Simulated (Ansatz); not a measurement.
# BaTiO3 (P4mm) in Ansatz: equation of state

Aim: energy against volume of BaTiO3 in PBEsol, for its equilibrium volume and stiffness.

All numbers are computed with Ansatz 0.2.0; they aren't measurements. Logs are shortened: lines on timing, memory, paths and dates and some standing lists are left out, and cuts for length are marked.

### 1 The structure

Symmetry: P4mm, No. 99, tetragonal system. The conventional cell has a = 4.000 Å, b = 4.000 Å, c = 4.018 Å, α = 90.00°, β = 90.00°, γ = 90.00°. Ba (site symmetry 4mm) is surrounded by 12 O at 2.79 to 2.88 Å. Around Ti (site symmetry 4mm) lie 6 O at 1.89 to 2.13 Å. Around O (site symmetry 2mm) lie 2 Ti at 2.00 Å. Around O (site symmetry 4mm) lie 2 Ti at 1.89 to 2.13 Å.

### 2 Equation of state, PBEsol

Potentials or basis: all-electron LAPW, scalar-relativistic.

No new run: the results of the series are fitted here.

What came out:

| Item | Value |
| --- | --- |
| Equilibrium volume | 12.57 Å³/atom |
| Bulk modulus at fixed shape and positions | 178 GPa |
| Pressure derivative of the bulk modulus | 4.5 |

Energy against volume, from the lowest point:
```csv
volume (Å³/atom),energy (meV/atom)
12.085,11.08
12.342,2.31
12.599,0.00
12.856,3.47
13.113,12.11
13.371,25.36
13.628,42.73
```

Caveat: the cell was scaled at fixed shape and fractional positions, which overstates the stiffness of a crystal with free parameters, most of all of layers and chains. Spin-orbit coupling is left out, which matters for the levels of Ba.
